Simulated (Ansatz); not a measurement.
# Gallium, dhcp under PBE: from relaxation to bulk modulus

Aim: take gallium in the dhcp structure, relax it, solve it on a dense k-mesh, then scale the cell to 7 volumes from 88 to 112 % of the relaxed one and try a fit of the equation of state. Spin polarisation is left out. The k-meshes are 12×12×4 for the relaxation; 16×16×5 for the dense run; 14×14×4 for the volumes.

Method: DFT PBE, plane waves (420 eV) with PAW, scalar-relativistic, in Ansatz 0.2.0.

## (1) The structure to begin with

The structure is hexagonal, space group P6_3/mmc (No. 194). Conventional cell: a = 3.026 Å, b = 3.026 Å, c = 9.883 Å, α = 90.00°, β = 90.00°, γ = 120.00°. Ga (site symmetry -3m) is surrounded by 12 Ga at 3.03 Å. Ga (site symmetry -6m2) is surrounded by 12 Ga at 3.03 Å.

Coordinates:

```cif
data_structure
_symmetry_space_group_name_H-M 'P 1'
_symmetry_Int_Tables_number 1
_cell_length_a 3.0261
_cell_length_b 3.0261
_cell_length_c 9.8833
_cell_angle_alpha 90.000
_cell_angle_beta 90.000
_cell_angle_gamma 120.000
_cell_volume 78.38
loop_
_atom_site_label
_atom_site_type_symbol
_atom_site_fract_x
_atom_site_fract_y
_atom_site_fract_z
_atom_site_occupancy
Ga1 Ga 0.00000 0.00000 0.00000 1
Ga2 Ga 0.00000 0.00000 0.50000 1
Ga3 Ga 0.33333 0.66667 0.25000 1
Ga4 Ga 0.66667 0.33333 0.75000 1
```

## (2) Geometry optimisation

Input file input.yaml:

```yaml
crystal:
  lattice:
    - [3.0261186087, 0.0, 0.0]
    - [-1.5130593044, 2.62069559, 0.0]
    - [0.0, 0.0, 9.8833033761]
  atoms:
    - { symbol: Ga, position: [0.0, 0.0, 0.0] }
    - { symbol: Ga, position: [0.0, 0.0, 0.5] }
    - { symbol: Ga, position: [0.3333333333, 0.6666666667, 0.25] }
    - { symbol: Ga, position: [0.6666666667, 0.3333333333, 0.75] }
hamiltonian:
  xc: pbe
  pseudopotentials:
    kind: paw
    azcp:
      Ga: "pseudopotentials/Ga.paw.azcp"
basis:
  ecutwfc: 420
  fft_grid_basis: typed
kpoints:
  mp_grid: { grid: [12, 12, 4], shift: [0, 0, 0] }
magnetization:
  spin_polarized: false
scf:
  occupations: { method: fermi_dirac, width: 0.1 }
relax:
  max_steps: 60
  f_tol: 0.01
  cell: {}
```

Further steps of the session: Dense single point; At 88 % of the relaxed volume; At 92 % of the relaxed volume; At 96 % of the relaxed volume; At 100 % of the relaxed volume; At 104 % of the relaxed volume; At 108 % of the relaxed volume; At 112 % of the relaxed volume.

Before running it: what results should come out? Wanted: space group; conventional cell; volume; shortest distance; gap on the mesh; relative to alpha-Ga; V₀, B₀, B₀′.

As calculated:

| quantity | value |
| --- | --- |
| space group (spins left aside) | P6_3/mmc (No. 194) |
| conventional cell | a = 2.994 Å, c = 9.776 Å (c/a = 3.265) |
| volume | 18.973 Å³/atom |
| shortest distance | 2.993 Å |
| gap on the mesh | none (levels filled in part) |
| relative to alpha-Ga (Cmce) | +24 meV/atom |
| V₀, B₀, B₀′ | 18.996 Å³/atom, 48 GPa, 4.6 |

What this shows: From the guessed start the volume shrank by 3.2 % in 4 steps. Against the reference form of gallium (alpha-Ga (Cmce), computed apart with the same settings) it stands 24 meV/atom higher. No gap shows: it is a metal or semimetal at this level. The fitted modulus is 48 GPa; letting shape and positions relax at each volume could only lower it. The symmetry was held, so the structure may be unstable against distortions that break it.
